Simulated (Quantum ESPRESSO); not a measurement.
# Pb (Fm-3m) in Quantum ESPRESSO: further runs, part 2 of 6

Quantum ESPRESSO 7.5.

**3. Phonon dispersion, PBE**

pw.in reads:

```
&CONTROL
  calculation = 'scf'
  prefix = 'pwscf'
  outdir = './tmp'
  pseudo_dir = './pseudo'
  tprnfor = .true.
  tstress = .true.
  disk_io = 'low'
/
&SYSTEM
  ibrav = 0
  nat = 1
  ntyp = 1
  ecutwfc = 45
  ecutrho = 360
  nbnd = 13
  occupations = 'smearing'
  smearing = 'mv'
  degauss = 0.01469973
/
&ELECTRONS
  conv_thr = 2d-10
  electron_maxstep = 120
  mixing_beta = 0.5
/
ATOMIC_SPECIES
Pb   207.2000 pb_pbe_v1.uspp.F.UPF
CELL_PARAMETERS angstrom
   0.0000000000    2.4750200000    2.4750200000
   2.4750200000    0.0000000000    2.4750200000
   2.4750200000    2.4750200000    0.0000000000
ATOMIC_POSITIONS crystal
Pb     0.0000000000    0.0000000000    0.0000000000
K_POINTS automatic
10 10 10 0 0 0
```

relax.in reads:

```
&CONTROL
  calculation = 'vc-relax'
  prefix = 'pwscf'
  outdir = './tmp'
  pseudo_dir = './pseudo'
  tprnfor = .true.
  tstress = .true.
  disk_io = 'low'
  nstep = 40
  forc_conv_thr = 0.0001
  etot_conv_thr = 1d-06
/
&SYSTEM
  ibrav = 0
  nat = 1
  ntyp = 1
  ecutwfc = 45
  ecutrho = 360
  nbnd = 13
  occupations = 'smearing'
  smearing = 'mv'
  degauss = 0.01469973
/
&ELECTRONS
  conv_thr = 2d-10
  electron_maxstep = 120
  mixing_beta = 0.5
/
&IONS
  ion_dynamics = 'bfgs'
/
&CELL
  cell_dynamics = 'bfgs'
  press = 0
  press_conv_thr = 0.2
/
ATOMIC_SPECIES
Pb   207.2000 pb_pbe_v1.uspp.F.UPF
CELL_PARAMETERS angstrom
   0.0000000000    2.4750200000    2.4750200000
   2.4750200000    0.0000000000    2.4750200000
   2.4750200000    2.4750200000    0.0000000000
ATOMIC_POSITIONS crystal
Pb     0.0000000000    0.0000000000    0.0000000000
K_POINTS automatic
10 10 10 0 0 0
```

scf2.in reads:

```
&CONTROL
  calculation = 'scf'
  prefix = 'pwscf'
  outdir = './tmp'
  pseudo_dir = './pseudo'
  tprnfor = .true.
  tstress = .true.
  disk_io = 'low'
/
&SYSTEM
  ibrav = 0
  nat = 1
  ntyp = 1
  ecutwfc = 45
  ecutrho = 360
  nbnd = 13
  occupations = 'smearing'
  smearing = 'mv'
  degauss = 0.01469973
/
&ELECTRONS
  conv_thr = 1d-13
  electron_maxstep = 120
  mixing_beta = 0.5
  startingpot = 'file'
  startingwfc = 'file'
/
ATOMIC_SPECIES
Pb   207.2000 pb_pbe_v1.uspp.F.UPF
CELL_PARAMETERS angstrom
   0.0000000000    2.5103861517    2.5103861517
   2.5103861517    0.0000000000    2.5103861517
   2.5103861517    2.5103861517    0.0000000000
ATOMIC_POSITIONS crystal
Pb     0.0000000000    0.0000000000    0.0000000000
K_POINTS automatic
10 10 10 0 0 0
```

ph.in reads:

```
phonon_bands of Pb
&INPUTPH
  prefix = 'pwscf'
  outdir = './tmp'
  tr2_ph = 1d-18
  fildyn = 'dyn'
  niter_ph = 90
  alpha_mix(1) = 0.4
  ldisp = .true.
  nq1 = 2
  nq2 = 2
  nq3 = 2
/
```

q2r.in reads:

```
&INPUT
  fildyn = 'dyn'
  zasr = 'crystal'
  flfrc = 'fc'
/
```

matdyn.in reads:

```
&INPUT
  asr = 'crystal'
  flfrc = 'fc'
  flfrq = 'freq'
  q_in_cryst_coord = .true.
  flvec = ' '
/
80
 0.0000000000  0.0000000000  0.0000000000
 0.0454545455  0.0000000000  0.0454545455
 0.0909090909  0.0000000000  0.0909090909
 0.1363636364  0.0000000000  0.1363636364
 0.1818181818  0.0000000000  0.1818181818
 0.2272727273  0.0000000000  0.2272727273
 0.2727272727  0.0000000000  0.2727272727
 0.3181818182  0.0000000000  0.3181818182
 0.3636363636  0.0000000000  0.3636363636
 0.4090909091  0.0000000000  0.4090909091
 0.4545454545  0.0000000000  0.4545454545
 0.5000000000  0.0000000000  0.5000000000
 0.5000000000  0.0500000000  0.5500000000
 0.5000000000  0.1000000000  0.6000000000
 0.5000000000  0.1500000000  0.6500000000
 0.5000000000  0.2000000000  0.7000000000
 0.5000000000  0.2500000000  0.7500000000
 0.4687500000  0.2812500000  0.7500000000
 0.4375000000  0.3125000000  0.7500000000
 0.4062500000  0.3437500000  0.7500000000
 0.3750000000  0.3750000000  0.7500000000
 0.3461538462  0.3461538462  0.6923076923
 0.3173076923  0.3173076923  0.6346153846
 0.2884615385  0.2884615385  0.5769230769
 0.2596153846  0.2596153846  0.5192307692
 0.2307692308  0.2307692308  0.4615384615
 0.2019230769  0.2019230769  0.4038461538
 0.1730769231  0.1730769231  0.3461538462
 0.1442307692  0.1442307692  0.2884615385
 0.1153846154  0.1153846154  0.2307692308
 0.0865384615  0.0865384615  0.1730769231
 0.0576923077  0.0576923077  0.1153846154
 0.0288461538  0.0288461538  0.0576923077
 0.0000000000  0.0000000000  0.0000000000
 0.0454545455  0.0454545455  0.0454545455
 0.0909090909  0.0909090909  0.0909090909
 0.1363636364  0.1363636364  0.1363636364
 0.1818181818  0.1818181818  0.1818181818
 0.2272727273  0.2272727273  0.2272727273
 0.2727272727  0.2727272727  0.2727272727
 0.3181818182  0.3181818182  0.3181818182
 0.3636363636  0.3636363636  0.3636363636
 0.4090909091  0.4090909091  0.4090909091
 0.4545454545  0.4545454545  0.4545454545
 0.5000000000  0.5000000000  0.5000000000
 0.5178571429  0.4642857143  0.5178571429
 0.5357142857  0.4285714286  0.5357142857
 0.5535714286  0.3928571429  0.5535714286
 0.5714285714  0.3571428571  0.5714285714
 0.5892857143  0.3214285714  0.5892857143
 0.6071428571  0.2857142857  0.6071428571
 0.6250000000  0.2500000000  0.6250000000
 0.5937500000  0.2500000000  0.6562500000
 0.5625000000  0.2500000000  0.6875000000
 0.5312500000  0.2500000000  0.7187500000
 0.5000000000  0.2500000000  0.7500000000
 0.5000000000  0.2750000000  0.7250000000
 0.5000000000  0.3000000000  0.7000000000
 0.5000000000  0.3250000000  0.6750000000
 0.5000000000  0.3500000000  0.6500000000
 0.5000000000  0.3750000000  0.6250000000
 0.5000000000  0.4000000000  0.6000000000
 0.5000000000  0.4250000000  0.5750000000
 0.5000000000  0.4500000000  0.5500000000
 0.5000000000  0.4750000000  0.5250000000
 0.5000000000  0.5000000000  0.5000000000
 0.4861111111  0.4861111111  0.5277777778
 0.4722222222  0.4722222222  0.5555555556
 0.4583333333  0.4583333333  0.5833333333
 0.4444444444  0.4444444444  0.6111111111
 0.4305555556  0.4305555556  0.6388888889
 0.4166666667  0.4166666667  0.6666666667
 0.4027777778  0.4027777778  0.6944444444
 0.3888888889  0.3888888889  0.7222222222
 0.3750000000  0.3750000000  0.7500000000
 0.6250000000  0.2500000000  0.6250000000
 0.5937500000  0.1875000000  0.5937500000
 0.5625000000  0.1250000000  0.5625000000
 0.5312500000  0.0625000000  0.5312500000
 0.5000000000  0.0000000000  0.5000000000
```

matdyn_dos.in reads:

```
&INPUT
  asr = 'crystal'
  flfrc = 'fc'
  dos = .true.
  fldos = 'phdos'
  nk1 = 15
  nk2 = 15
  nk3 = 15
  deltaE = 0.5
  flvec = ' '
  flfrq = ' '
/
```

matdyn_mesh.in reads:

```
&INPUT
  asr = 'crystal'
  flfrc = 'fc'
  flfrq = 'mesh'
  q_in_cryst_coord = .true.
  flvec = ' '
/
1000
 0.05000000  0.05000000  0.05000000
 0.05000000  0.05000000  0.15000000
 0.05000000  0.05000000  0.25000000
[... 997 further points of the even 10 x 10 x 10 mesh, shifted by half a step ...]
```

Potentials or basis: GBRV 1.5 PBE.

Command:

```
$ OMP_NUM_THREADS=1 pw.x -in pw.in > pw.out
$ OMP_NUM_THREADS=1 pw.x -in relax.in > relax.out
$ OMP_NUM_THREADS=1 pw.x -in scf2.in > scf2.out
$ OMP_NUM_THREADS=1 ph.x -in ph.in > ph.out
$ OMP_NUM_THREADS=1 q2r.x -in q2r.in > q2r.out
$ OMP_NUM_THREADS=1 matdyn.x -in matdyn.in > matdyn.out
$ OMP_NUM_THREADS=1 matdyn.x -in matdyn_dos.in > matdyn_dos.out
$ OMP_NUM_THREADS=1 matdyn.x -in matdyn_mesh.in > matdyn_mesh.out
```

pw.out:

```text
This program is part of the open-source Quantum ESPRESSO suite
     for quantum simulation of materials; please cite
[... 9 lines left out ...]
     --------------------
     sticks:   dense  smooth     PW     G-vecs:    dense   smooth      PW
     Sum        1069     547    163                23505     8363    1459

     Using Slab Decomposition

     bravais-lattice index     =            0
     lattice parameter (alat)  =       6.6144  a.u.
     unit-cell volume          =     204.6269 (a.u.)^3
     number of atoms/cell      =            1
     number of atomic types    =            1
     number of electrons       =        14.00
     number of Kohn-Sham states=           13
     kinetic-energy cutoff     =      45.0000  Ry
     charge density cutoff     =     360.0000  Ry
     scf convergence threshold =      2.0E-10
     mixing beta               =       0.5000
     number of iterations used =            8  plain     mixing
     Exchange-correlation= SLA  PW   PBE  PBE
                           (   1   4   3   4   0   0   0)

     celldm(1)=   6.614432  celldm(2)=   0.000000  celldm(3)=   0.000000
     celldm(4)=   0.000000  celldm(5)=   0.000000  celldm(6)=   0.000000

[... 8 lines left out ...]
               b(3) = (  0.707107  0.707107 -0.707107 )

     PseudoPot. # 1 for Pb read from file:
     pb_pbe_v1.uspp.F.UPF
     Pseudo is Ultrasoft + core correction, Zval = 14.0
     Generated by new atomic code, or converted to UPF format
     Using radial grid of  899 points,  6 beta functions with:
                l(1) =   0
                l(2) =   0
                l(3) =   1
                l(4) =   1
                l(5) =   2
                l(6) =   2
     Q(r) pseudized with  6 coefficients,  rinner =    1.000   1.000   1.000
                                                       1.000   1.000

     atomic species   valence    mass     pseudopotential
     Pb               14.00   207.20000     Pb( 1.00)

     48 Sym. Ops., with inversion, found

   Cartesian axes

     site n.     atom                  positions (alat units)
         1        Pb     tau(   1) = (   0.0000000   0.0000000   0.0000000  )

     number of k points=    47  Marzari-Vanderbilt smearing, width (Ry)=  0.0147
                       cart. coord. in units 2pi/alat
        k(    1) = (   0.0000000   0.0000000   0.0000000), wk =   0.0020000
        k(    2) = (   0.0707107   0.0707107  -0.0707107), wk =   0.0160000
        k(    3) = (   0.1414214   0.1414214  -0.1414214), wk =   0.0160000
        k(    4) = (   0.2121320   0.2121320  -0.2121320), wk =   0.0160000
        k(    5) = (   0.2828427   0.2828427  -0.2828427), wk =   0.0160000
        k(    6) = (  -0.3535534  -0.3535534   0.3535534), wk =   0.0080000
[... 39 lines left out ...]
        k(   46) = (  -0.0707107  -0.3535534   0.6363961), wk =   0.0480000
        k(   47) = (  -0.7071068   0.2828427   0.0000000), wk =   0.0240000

     Dense  grid:    23505 G-vectors     FFT dimensions: (  40,  40,  40)

     Smooth grid:     8363 G-vectors     FFT dimensions: (  30,  30,  30)

     Check: negative core charge=   -0.000002

     Initial potential from superposition of free atoms

     starting charge      13.9976, renormalised to      14.0000

     negative rho (up, down):  1.525E-02 0.000E+00
     Starting wfcs are    9 randomized atomic wfcs +    4 random wfcs

     Self-consistent Calculation

     iteration #  1     ecut=    45.00 Ry     beta= 0.50
     Davidson diagonalization with overlap
     ethr =  1.00E-02,  avg # of iterations =  4.6

     Threshold (ethr) on eigenvalues was too large:
     Diagonalizing with lowered threshold

     Davidson diagonalization with overlap
     c_bands:  1 eigenvalues not converged
     c_bands:  1 eigenvalues not converged
     c_bands:  1 eigenvalues not converged
     ethr =  1.74E-05,  avg # of iterations = 13.4

     negative rho (up, down):  1.543E-02 0.000E+00

     total energy              =    -164.15610438 Ry
     estimated scf accuracy    <       0.00247426 Ry
[... 46 lines left out ...]
     iteration #  7     ecut=    45.00 Ry     beta= 0.50
     Davidson diagonalization with overlap
     ethr =  3.22E-12,  avg # of iterations =  3.5

     negative rho (up, down):  1.578E-02 0.000E+00

     End of self-consistent calculation

          k = 0.0000 0.0000 0.0000 (  1037 PWs)   bands (ev):

    -5.8018  -5.8018  -5.8018  -5.6624  -5.6624  -0.4708  18.6944  18.6944
    18.6944  19.2705  21.0890  22.6391  23.7734

          k = 0.0707 0.0707-0.0707 (  1028 PWs)   bands (ev):
[... 141 lines left out ...]
    -5.9056  -5.8117  -5.5793  -5.5623  -5.5212   4.5585   8.6520  10.6931
    13.9338  17.5416  19.2958  21.2652  28.1941

          k =-0.7071 0.0000 0.0000 (  1034 PWs)   bands (ev):

    -5.9645  -5.8759  -5.5394  -5.4941  -5.4941   4.5612   8.0137  13.3333
    13.3333  16.6610  17.9341  19.2986  29.7534

          k = 0.2828 0.1414 0.0000 (  1034 PWs)   bands (ev):

    -5.8331  -5.7455  -5.7034  -5.6990  -5.6036   0.8067  13.2541  14.8803
    17.3555  19.2911  20.7372  20.8424  24.3586

          k = 0.3536 0.2121-0.0707 (  1040 PWs)   bands (ev):
[... 51 lines left out ...]
    -5.8445  -5.7327  -5.6698  -5.6183  -5.5291   4.3677   9.5667   9.6873
    13.5193  19.2598  19.4439  24.1763  25.2811

          k =-0.7071 0.1414 0.0000 (  1050 PWs)   bands (ev):

    -5.9237  -5.8513  -5.5605  -5.5437  -5.4942   4.5960   8.3346  12.3270
    12.5091  18.1910  19.2752  19.3026  28.2732

          k =-0.1414-0.4243 0.7071 (  1047 PWs)   bands (ev):
[... 6 lines left out ...]
    -5.8003  -5.7512  -5.7111  -5.6190  -5.5100   4.4376   9.2751  10.4462
    12.3766  19.2892  21.3483  23.0082  24.4956

          k =-0.7071 0.2828 0.0000 (  1050 PWs)   bands (ev):

    -5.8130  -5.8006  -5.6682  -5.6055  -5.4941   4.6554   9.2579  10.6699
    11.6692  19.2878  21.1045  21.9492  25.0802

     the Fermi energy is    11.3035 ev

!    total energy              =    -164.15646742 Ry
     estimated scf accuracy    <          5.2E-13 Ry
     smearing contrib. (-TS)   =       0.00022117 Ry
     internal energy E=F+TS    =    -164.15668860 Ry

     The total energy is F=E-TS. E is the sum of the following terms:
     one-electron contribution =     -30.91136844 Ry
     hartree contribution      =      26.21971672 Ry
     xc contribution           =     -63.39791684 Ry
     ewald contribution        =     -96.06712003 Ry

     convergence has been achieved in   7 iterations

     negative rho (up, down):  1.578E-02 0.000E+00

     Forces acting on atoms (cartesian axes, Ry/au):

     atom    1 type  1   force =     0.00000000    0.00000000    0.00000000

     Total force =     0.000000     Total SCF correction =     0.000000

     Computing stress (Cartesian axis) and pressure

     negative rho (up, down):  1.578E-02 0.000E+00
          total   stress  (Ry/bohr**3)                   (kbar)     P=       18.98
   0.00012900   0.00000000   0.00000000           18.98        0.00        0.00
   0.00000000   0.00012900  -0.00000000            0.00       18.98       -0.00
   0.00000000  -0.00000000   0.00012900            0.00       -0.00       18.98

=------------------------------------------------------------------------------=
   JOB DONE.
=------------------------------------------------------------------------------=
```

It took 8.1 min on 1 thread of Arm Neoverse V2, shared host; peak memory 0.12 GiB.

What came out:

```
Free energy                            : -2233.4707 eV
Relaxed volume                         : 31.64 Å³/atom
Relaxed cell                           : a = 3.550 Å, b = 3.550 Å, c = 3.550 Å, α = 60.00°, β = 60.00°, γ = 60.00°
Space group after relaxing (to 0.05 Å) : Fm-3m (No. 225)
Pressure after relaxing                : 0.0 GPa
Band gap on the k mesh                 : none (metal or under the smearing width)
Highest phonon frequency               : 66 cm⁻¹
Zero-point energy                      : 0.008 eV/atom
```

Step by step:
```tsv
step	energy change (eV)	largest force (eV/Å)	pressure (GPa)	volume (Å³)
1	0.0000	0.0000	1.90	30.32
2	-0.0030	0.0000	1.43	30.62
3	-0.0054	0.0000	0.94	30.94
4	-0.0073	0.0000	0.26	31.44
5	-0.0074	0.0000	0.01	31.63
6	-0.0074	0.0000	0.00	31.64
```

Final structure:
```
CELL_PARAMETERS angstrom
0.00000 2.51039 2.51039
2.51039 0.00000 2.51039
2.51039 2.51039 0.00000
ATOMIC_POSITIONS crystal
Pb 0.00000 0.00000 0.00000
```

Phonon frequencies in cm⁻¹ (negative: imaginary):
| q point | frequencies |
| --- | --- |
| (0.000, 0.000, 0.000) | 0 0 0 |
| (0.318, 0.000, 0.318) | 35 35 50 |
| (0.500, 0.150, 0.650) | 40 45 55 |
| (0.346, 0.346, 0.692) | 35 52 53 |
| (0.144, 0.144, 0.288) | 17 28 41 |
| (0.091, 0.091, 0.091) | 9 9 19 |
| (0.409, 0.409, 0.409) | 29 29 63 |
| (0.589, 0.321, 0.589) | 34 46 58 |
| (0.500, 0.275, 0.725) | 40 50 52 |
| (0.500, 0.450, 0.550) | 31 33 65 |
| (0.431, 0.431, 0.639) | 33 42 61 |
| (0.562, 0.125, 0.562) | 38 42 57 |

Phonon frequencies at the corners of the path (cm⁻¹, interpolated; i marks imaginary ones):
| point | frequencies |
| --- | --- |
| Γ | 0 0 0 |
| X | 39 39 58 |
| W | 41 51 51 |
| K | 36 49 54 |
| L | 31 31 66 |
| U | 36 49 54 |

Phonon states per cell in windows of 5 cm⁻¹ (negative: imaginary):
```tsv
from (cm⁻¹)	total
0	0.00
5	0.01
10	0.03
15	0.06
20	0.12
25	0.26
30	0.54
35	0.56
40	0.31
45	0.27
50	0.21
55	0.49
60	0.13
65	0.01
```

Harmonic thermodynamics per atom at this volume (zero-point energy 7.6 meV, Debye temperature from the second moment 80 K):
| T (K) | free energy (meV) | entropy (k_B) | heat capacity Cv (k_B) |
| --- | --- | --- | --- |
| 50 | 2.3 | 2.83 | 2.65 |
| 100 | -14.5 | 4.78 | 2.91 |
| 200 | -65.4 | 6.82 | 2.98 |
| 298.15 | -128.5 | 8.01 | 2.99 |
| 500 | -282.4 | 9.56 | 3.00 |
| 800 | -549.2 | 10.97 | 3.00 |

Caveat: the q mesh is small, so phonon branches between its points and thermal values are rough. Spin-orbit coupling is left out, which matters for the levels of Pb.

(Continued in part 3 of 6.)
